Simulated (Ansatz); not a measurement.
A run of Ansatz 0.2.0 is set up as follows.

File run.py:

```python
import json

import ase.io
import numpy as np

import ansatz as az

atoms = ase.io.read("POSCAR", format="vasp")

calculation = (
    az.Crystal.from_ase(atoms)
    .calculation()
    .kpoints(5, 5, 5)
    .functional("b3lyp")
    .pseudopotentials(kind="paw")
    .spin("collinear")
    .scf(extra_bands=6)
    .occupations(method="gaussian", width=0.02)
    .density()
    .potential()
    .output_files(volumetric_format="npy")
    .electron_localization_function()
    .density_of_states(energy_step=0.05, projected=False)
    .forces()
    .stress()
    .band_table(publish=True)
)
outcome = calculation.run(threads=2, events_out="events.jsonl")

report = outcome.report
for line in open("events.jsonl"):
    event = json.loads(line)
    if event["event"] == "scf_iter":
        d = event["data"]
        print(f"SCF {d['iter']:3d}  HF = {d['harris_foulkes_ev']:.6f} eV  dr2 = {d['dr2_ev']:.2e} eV")
    elif event["event"] in ("relax_step", "md_step"):
        d = event["data"]
        print(f"{event['event']} {d['step']:3d}  E = {d['lagrangian_ev']:.6f} eV")
np.set_printoptions(precision=5, suppress=True, linewidth=110)
print("converged:", report["converged"], "after", report["n_iterations"], "iterations")
print(f"free energy {report['free_energy_ev']:.6f} eV, Fermi level {report['fermi_energy_ev']:.4f} eV")
for key in ("band_edges_ev", "magnetization_mub", "site_moments_mub", "site_moments_nc_mub", "forces_ev_ang",
                "stress_gpa", "kpoints_frac", "eigenvalues_ev"):
    if report.get(key) is not None:
        print(key, np.array(report[key]), sep="\n")
```

POSCAR

```
Ge
1.0
    0.0000000000      2.8289100000      2.8289100000
    2.8289100000      0.0000000000      2.8289100000
    2.8289100000      2.8289100000      0.0000000000
Ge
2
Direct
    0.7500000000      0.7500000000      0.7500000000
    0.5000000000      0.5000000000      0.5000000000
```

Potentials or basis: Ansatz PAW.

Command:

```bash
$ python run.py
```

Q: Estimate the net moment.

A: 0.00 μB per cell.

Q: Estimate the pressure.

A: 4.2 GPa.

Q: Estimate the absolute moment.

A: 0.00 μB per cell.

States per cell in windows of 0.5 eV (zero at the valence-band top; states under -8 eV left out):
| from (eV) | up | down |
| --- | --- | --- |
| -8.0 | 0.19 | 0.19 |
| -7.5 | 0.12 | 0.12 |
| -7.0 | 0.08 | 0.08 |
| -6.5 | 0.05 | 0.05 |
| -6.0 | 0.04 | 0.04 |
| -5.5 | 0.04 | 0.04 |
| -5.0 | 0.03 | 0.03 |
| -4.5 | 0.29 | 0.29 |
| -4.0 | 0.25 | 0.25 |
| -3.5 | 0.35 | 0.35 |
| -3.0 | 0.35 | 0.35 |
| -2.5 | 0.32 | 0.32 |
| -2.0 | 0.27 | 0.27 |
| -1.5 | 0.15 | 0.15 |
| -1.0 | 0.07 | 0.07 |
| -0.5 | 0.01 | 0.01 |
| 0.0 | 0.00 | 0.00 |
| 0.5 | 0.00 | 0.00 |
| 1.0 | 0.01 | 0.01 |
| 1.5 | 0.09 | 0.09 |
| 2.0 | 0.23 | 0.23 |
| 2.5 | 0.32 | 0.32 |
| 3.0 | 0.22 | 0.22 |
| 3.5 | 0.16 | 0.16 |
| 4.0 | 0.21 | 0.21 |
| 4.5 | 0.49 | 0.49 |
| 5.0 | 0.44 | 0.44 |
| 5.5 | 0.32 | 0.32 |
| 6.0 | 0.36 | 0.36 |
| 6.5 | 0.17 | 0.17 |
| 7.0 | 0.15 | 0.15 |
| 7.5 | 0.16 | 0.16 |

Caveat: the potentials were made for another functional, which shifts forces and pressure; odd divisions of the mesh miss points on the zone boundary, where band edges often lie, so the gap on the mesh can be too wide; the thresholds are loose for stress.

The gap isn't set beside the measured one, since this odd mesh misses points on the zone boundary.
